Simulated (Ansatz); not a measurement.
Reaction (ligand exchange at the Si–C bond): `O/C([SiH3])=C/[SiH3]` + `OCCO` → `OCCO[SiH3]` + `O/C=C/[SiH3]`

Calculated with Ansatz (gas phase, PBE0-D4/def2-TZVP geometries, no zero-point term in ΔE). CBS: MP2 limit from def2 TZ/QZ plus the TZ coupled-cluster correction, frozen cores. This one scheme is used for every species. Double bonds are as drawn, so ΔE can hold a change between cis and trans. Functionals use def2-TZVPP. B3LYP here is the variant with VWN-RPA as its local correlation; programs differ in this. Each species was taken in one conformer, which may not be the lowest.

Task: Is it downhill or uphill in electronic energy at CCSD(T)/CBS, and by how much? (Estimate.)

Result: Computed: Downhill: ΔE = -105.0 kJ/mol.

Task: What do these levels give: PBE-D4, PBE0-D4, ωB97X-V, ωB97M-V, B2PLYP, r2SCAN, PBE0, B3LYP, HF/def2-TZVPP, CCSD/def2-TZVPP, SCS-MP2/def2-QZVPP, CCSD/CBS(def2)? (An estimate is asked.)

Result: Computed: PBE-D4 -90.4, PBE0-D4 -97.1, ωB97X-V -105.8, ωB97M-V -104.7, B2PLYP -111.4, r2SCAN -104.7, PBE0 -100.3, B3LYP -111.4, HF/def2-TZVPP -132.2, CCSD/def2-TZVPP -109.9, SCS-MP2/def2-QZVPP -112.4, CCSD/CBS(def2) -109.2 kJ/mol.

Largest T1 diagnostic among the species: 0.013.

From PBE to PBE0 (25 % exact exchange), in def2-TZVPP and without D4, ΔE moves by −6.3 kJ/mol. In def2-TZVPP, CCSD(T) changes the Hartree–Fock value by +26.4 kJ/mol (the triples alone add +4.2 kJ/mol) and MP2 by +23.6 kJ/mol.
